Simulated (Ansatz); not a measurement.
# Co (bcc): which electronic and magnetic state is lowest

Task: compare starts of the moments and shells of Co (bcc) at a fixed cell. Whether the element takes this structure at low temperature is a separate question.

Computed with Ansatz 0.2.0 (DFT r²SCAN, scalar-relativistic, plane waves, PAW, unless a step's input says otherwise).

1 further run of the same task is left out (it didn't finish).

### Step 1. The starting structure

Symmetry: Im-3m, No. 229, cubic system. The conventional cell has a = 2.798 Å, b = 2.798 Å, c = 2.798 Å, α = 90.00°, β = 90.00°, γ = 90.00°. Co (site symmetry m-3m) is surrounded by 8 Co at 2.42 Å.

Coordinates:

```cif
data_structure
_symmetry_space_group_name_H-M 'P 1'
_symmetry_Int_Tables_number 1
_cell_length_a 2.4229
_cell_length_b 2.4229
_cell_length_c 2.4229
_cell_angle_alpha 109.471
_cell_angle_beta 109.471
_cell_angle_gamma 109.471
_cell_volume 10.95
loop_
_atom_site_label
_atom_site_type_symbol
_atom_site_fract_x
_atom_site_fract_y
_atom_site_fract_z
_atom_site_occupancy
Co1 Co 0.00000 0.00000 0.00000 1
```

This cell comes from an earlier session at r²SCAN: 10.949 Å³/atom at -0.02 GPa, on a 20×20×20 mesh, metallic, moments in the atoms' spheres Co 2.03 μB.

### Step 2. No spin polarisation

File input.yaml:

```yaml
crystal:
  lattice:
    - [-1.3988693441, 1.3988693441, 1.3988693441]
    - [1.3988693441, -1.3988693441, 1.3988693441]
    - [1.3988693441, 1.3988693441, -1.3988693441]
  atoms:
    - { symbol: Co, position: [0.0, 0.0, 0.0] }
basis:
  ecutwfc: 500
  ecutrho_ratio: 4
kpoints:
  mp_grid: { grid: [20, 20, 20] }
hamiltonian:
  xc: r2scan
scf:
  occupations: { method: gaussian, width: 0.05 }
output:
  forces: true
  stress: true
  eigenvalues: true
```

The log of the run, shortened:

```text
Warning: RAYON_NUM_THREADS=2 ignored (pool sized by the plan → 2); use --threads N
[...]
Pseudopotentials: kind: paw
Pseudopotential: Co, paw, valence charge 17, recommended cutoff 500 eV (meta_gga), Co.paw.azcp
Functional definition: r2SCAN
[...]
Crystal: 1 atoms, lattice volume = 10.949 Å³
Basis set: ecut = 500 eV, 321 PW (Γ), exchange–correlation on 72×72×72 points (64 copies of the dense FFT grid, shifted against one another)
Bands: 13, of which v1, the nominal top of the filled ones, is band 9 counted from 1 (8 counted from 0)
Symmetry: 48 space group operations
Space group: Im-3m (ITA 229), of the structure as read, at distance tolerance 2.2e-5 Å
k-points: 256 of 8000
[...]
SCF iter   1: F=—  HF=-5130.698353 eV  |F-HF|=—  |Δ(HF+E_count)|=         —  Δρ=1.35e-2  dr2=6.25e-3  dr2_τ=2.52e-2  ethr=1.77e-3  ⟨swp⟩=5.6  Hψ=17296  notcnv=0
[...]
SCF iter   9: F=-5130.740523 eV  HF=-5130.740523 eV  |F-HF|=3.42e-9  |Δ(HF+E_count)|=   4.18e-8  Δρ=8.65e-6  dr2=6.08e-9  dr2_τ=4.28e-10  ethr=5.88e-10  ⟨swp⟩=4.2  Hψ=13788  notcnv=0
[...]
SCF converged after 9 iterations
Free energy (F): -5130.740523 eV
[...]
E sigma→0 (E₀):  -5130.737798 eV
Entropy (-TS):   -0.005449 eV (-5.449 meV/atom)
Fermi energy:    18.055277 eV
[...]
--- Forces (eV/Å), atoms counted from 1 ---
  atom   1  Co    -0.00000000     0.00000000    -0.00000000
[...]
--- Stress (GPa, compression-positive) ---
      -17.502525      -0.000000      -0.000000
        0.000000     -17.502525       0.000000
        0.000000      -0.000000     -17.502525
  P = ⅓ Tr σ = -17.5025 GPa (-175.025 kbar)
--- Band table (eV; the first three rows and the last of 256) ---
  k-point 0: bands = ["-80.2331", "-41.8655", "-41.8655", "-41.8655", "8.9076", "16.3511", "16.3511", "16.3511", "17.7932", "17.7932", "44.5695", "44.5695", "44.5695"]
[...]
```

It took 4.8 s on 2 threads of an Arm CPU, shared host; peak memory 0.4 GiB.

Result: volume 10.949 Å³/atom, pressure -17.50 GPa, a metal on this mesh.

### Step 3. Antiferromagnetic, doubled cell, propagation vector (0, 0, 1/2)

File input.yaml:

```yaml
crystal:
  lattice:
    - [-1.3988693441, 1.3988693441, 1.3988693441]
    - [1.3988693441, -1.3988693441, 1.3988693441]
    - [2.7977386882, 2.7977386882, -2.7977386882]
  atoms:
    - { symbol: Co, position: [0.0, 0.0, 0.0], spin: 1.5 }
    - { symbol: Co, position: [0.0, 0.0, 0.5], spin: -1.5 }
basis:
  ecutwfc: 500
  ecutrho_ratio: 4
kpoints:
  mp_grid: { grid: [20, 20, 10] }
hamiltonian:
  xc: r2scan
scf:
  occupations: { method: gaussian, width: 0.05 }
output:
  forces: true
  stress: true
  eigenvalues: true
  populations: true
magnetization:
  spin_polarized: true
```

The log of the run, shortened:

```text
Warning: RAYON_NUM_THREADS=2 ignored (pool sized by the plan → 2); use --threads N
[...]
Pseudopotentials: kind: paw
Pseudopotential: Co, paw, valence charge 17, recommended cutoff 500 eV (meta_gga), Co.paw.azcp
Functional definition: r2SCAN
[...]
Crystal: 2 atoms, lattice volume = 21.899 Å³
Basis set: ecut = 500 eV, 597 PW (Γ), exchange–correlation on 72×72×144 points (64 copies of the dense FFT grid, shifted against one another)
Bands: 23, of which v1, the nominal top of the filled ones, is band 17 counted from 1 (16 counted from 0)
Symmetry: 8 space group operations
Space group: Cmmm (ITA 65), of the structure as read, at distance tolerance 2.8e-5 Å
Magnetic group: BNS 65.490 (UNI 588), of the structure as read, at distance tolerance 2.8e-5 Å
k-points: 616 of 4000
[...]
Starting moments: Σ|m| = 3 μB on 2 of 2 sites
Starting magnetic order: antiferromagnet; a translation exchanges its spin sublattices: spin-degenerate at every k-point
[...]
WARN: an SCF from ferromagnetic starting moments (-1.82, -1.82 Bohr magnetons, atom by atom) was not made, by what the run has read of turns of its moments that order reads lower: the deck asks for what bars it, or types moments that do (magnetization.spin_polarized, in the input [...]
SCF converged after 15 iterations
Magnetization: 0.0000 μB (17.0000 up, 17.0000 down)
Absolute magnetization: 3.8007 μB (∫|ρ↑−ρ↓|, with the PAW one-centre terms)
Spin contamination: 1.7655 ħ² per cell (⟨S²⟩ above its minimum at these occupations)
Per-site moments (μB) at R_I (Å): [(1.832463761582772, 0.9994515205668472), (-1.832463761582772, 0.9994515205668472)]
Free energy (F): -10262.433152 eV
[...]
E sigma→0 (E₀):  -10262.431851 eV
Entropy (-TS):   -0.002602 eV (-1.301 meV/atom)
Fermi energy:    18.774313 eV
[...]
--- Forces (eV/Å), atoms counted from 1 ---
  atom   1  Co    -0.00000000    -0.00000000     0.00000000
  atom   2  Co     0.00000000     0.00000000     0.00000000
[...]
--- Stress (GPa, compression-positive) ---
        3.302129       8.443776       0.000000
        8.443776       3.302129       0.000000
        0.000000       0.000000       6.749939
  P = ⅓ Tr σ = 4.4514 GPa (44.514 kbar)
--- Band table (eV; the first three rows and the last of 1232) ---
[... band rows left out ...]
[...]
--- Löwdin populations: 2 sites ---
  site symbol       q [e]    m [muB]
     0     Co     16.7298     1.7906
     1     Co     16.7298    -1.7906
  spilling = 0.015895 (of n_electrons = 34.000000)
```

Caution: the run may have ended on a state that is not the lowest.

Wall time 2.8 min (2 threads of an Arm CPU, shared host); peak memory 1.3 GiB.

In short: volume 10.949 Å³/atom, pressure 4.45 GPa, no gap, moments in the atoms' spheres Co 1.83, -1.83 μB.

Spin moments on the atoms, as numbers (put along z; the direction is arbitrary without spin–orbit coupling):

| atom | x (μB) | y (μB) | z (μB) |
| --- | --- | --- | --- |
| Co1 | 0.00 | 0.00 | 1.83 |
| Co2 | 0.00 | 0.00 | -1.83 |

### Step 4. Small parallel starting moments

File input.yaml:

```yaml
crystal:
  lattice:
    - [-1.3988693441, 1.3988693441, 1.3988693441]
    - [1.3988693441, -1.3988693441, 1.3988693441]
    - [1.3988693441, 1.3988693441, -1.3988693441]
  atoms:
    - { symbol: Co, position: [0.0, 0.0, 0.0], spin: 0.5 }
basis:
  ecutwfc: 500
  ecutrho_ratio: 4
kpoints:
  mp_grid: { grid: [20, 20, 20] }
hamiltonian:
  xc: r2scan
scf:
  occupations: { method: gaussian, width: 0.05 }
output:
  forces: true
  stress: true
  eigenvalues: true
  populations: true
magnetization:
  spin_polarized: true
```

The log of the run, shortened:

```text
Warning: RAYON_NUM_THREADS=2 ignored (pool sized by the plan → 2); use --threads N
[...]
Pseudopotentials: kind: paw
Pseudopotential: Co, paw, valence charge 17, recommended cutoff 500 eV (meta_gga), Co.paw.azcp
Functional definition: r2SCAN
[...]
Crystal: 1 atoms, lattice volume = 10.949 Å³
Basis set: ecut = 500 eV, 321 PW (Γ), exchange–correlation on 72×72×72 points (64 copies of the dense FFT grid, shifted against one another)
Bands: 13, of which v1, the nominal top of the filled ones, is band 9 counted from 1 (8 counted from 0)
Symmetry: 48 space group operations
Space group: Im-3m (ITA 229), of the structure as read, at distance tolerance 2.2e-5 Å
Magnetic group: BNS 229.140 (UNI 1642), of the structure as read, at distance tolerance 2.2e-5 Å
k-points: 256 of 8000
[...]
Starting moments: Σ|m| = 0.5 μB on 1 of 1 site
[...]
Absolute magnetization: 2.1671 μB (∫|ρ↑−ρ↓|, with the PAW one-centre terms)
Spin contamination: 0.0592 ħ² per cell (⟨S²⟩ above its minimum at these occupations)
Per-site moments (μB) at R_I (Å): [(2.0309274126513635, 0.9994515205668472)]
Free energy (F): -5131.565212 eV
[...]
E sigma→0 (E₀):  -5131.564605 eV
Entropy (-TS):   -0.001213 eV (-1.213 meV/atom)
Fermi energy:    19.082580 eV
[...]
--- Forces (eV/Å), atoms counted from 1 ---
  atom   1  Co    -0.00000000     0.00000000    -0.00000000
[...]
--- Stress (GPa, compression-positive) ---
       -0.017875       0.000000      -0.000000
       -0.000000      -0.017875      -0.000000
       -0.000000       0.000000      -0.017875
  P = ⅓ Tr σ = -0.0179 GPa (-0.179 kbar)
--- Band table (eV; the first three rows and the last of 512) ---
  k-point 0 ↑: bands = ["-81.9524", "-43.5659", "-43.5659", "-43.5659", "9.0760", "15.1028", "15.1028", "15.1028", "15.9598", "15.9598", "44.6929", "44.6929", "44.6929"]
[...]
--- Löwdin populations: 1 site ---
  site symbol       q [e]    m [muB]
     0     Co     16.7345     2.0146
  spilling = 0.015618 (of n_electrons = 17.000000)
```

Wall time 18 s (2 threads of an Arm CPU, shared host); peak memory 0.43 GiB.

In short: volume 10.949 Å³/atom, pressure -0.02 GPa, no gap, moments in the atoms' spheres Co 2.03 μB.

### Step 5. The magnetic starts side by side

Energies have the smearing extrapolated to zero.

| start | from the base state (meV/atom) | gap (eV) | pressure (GPa) | moments in spheres (μB) |
| --- | --- | --- | --- | --- |
| ferromagnetic | 0.0 | metal | -0.02 | Co 2.03 |
| no spin polarisation | 826.8 | metal | -17.50 | none |
| antiferromagnetic, doubled cell, propagation vector (0, 0, 1/2) | 348.7 | metal | 4.45 | Co 1.83, -1.83 |
| small parallel starting moments | 0.0 | metal | -0.02 | Co 2.03 |

Propagation vectors are in units of the typed cell's reciprocal vectors.

### Step 6. Results

| quantity | value |
| --- | --- |
| lowest magnetic start | ferromagnetic |
| next in this table | 348.7 meV/atom higher |

In words: The lowest state comes from the start «ferromagnetic», matched within 0.3 meV/atom by «small parallel starting moments»; the next lies 348.7 meV/atom higher. At this cell, forbidding spin polarisation costs 827 meV/atom. Only a few orders and starts were tried, so a lower state isn't excluded.
